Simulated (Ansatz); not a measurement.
Here is an Ansatz 0.2.0 calculation.

Contents of input.yaml:

```yaml
crystal:
  lattice:
    - [-4.0300106443, 4.0300106443, 2.0254867038]
    - [4.0300106443, -4.0300106443, 2.0254867038]
    - [4.0300106443, 4.0300106443, -2.0254867038]
  atoms:
    - { symbol: Sb, position: [0.65126306, 0.15126306, 0.80252612] }
    - { symbol: Sb, position: [0.15126306, 0.34873694, 0.5] }
    - { symbol: Sb, position: [0.34873694, 0.84873694, 0.19747388] }
    - { symbol: Sb, position: [0.84873694, 0.65126306, 0.5] }
hamiltonian:
  xc: pbesol
  pseudopotentials: { kind: paw }
kpoints:
  mp_grid: { grid: [7, 7, 7] }
  band_path:
    path:
      - [[0.0, 0.0, 0.0], [0.0, 0.0, 0.5], [-0.5, 0.5, 0.5], [0.0, 0.0, 0.0], [0.3131518991, 0.3131518991, -0.3131518991], [0.25, 0.25, 0.25], [0.0, 0.5, 0.0], [-0.3131518991, 0.6868481009, 0.3131518991], [-0.5, 0.5, 0.5]]
      - [[0.0, 0.0, 0.5], [0.25, 0.25, 0.25]]
    npoints: 14
scf:
  occupations: { method: fermi_dirac, width: 0.05 }
  n_extra_bands: 10
output:
  forces: true
  stress: true
  eigenvalues: true
  fatbands: true
```

Potentials or basis: Ansatz PAW.

Launch:

```console
$ ansatz run input.yaml --threads 2 --pin off --max-ram 5632MiB --backend cpu --events-out ev --progress --plain --runs-dir out
```

What does it give for the band gap on the k mesh?

None (metal or under the smearing width).

What does it give for the largest force?

0.044 eV/Å.

Forces in eV/Å, atoms in the order of the input:
```
Sb  -0.031 -0.031  0.000
Sb   0.031 -0.031  0.000
Sb   0.031  0.031  0.000
Sb  -0.031  0.031  0.000
```

Caveat: spin-orbit coupling is left out, which moves the levels of the heavy elements; the PAW data sets come from PBE, with cores solved anew for the run's functional, which leaves a small shift of forces and pressure.
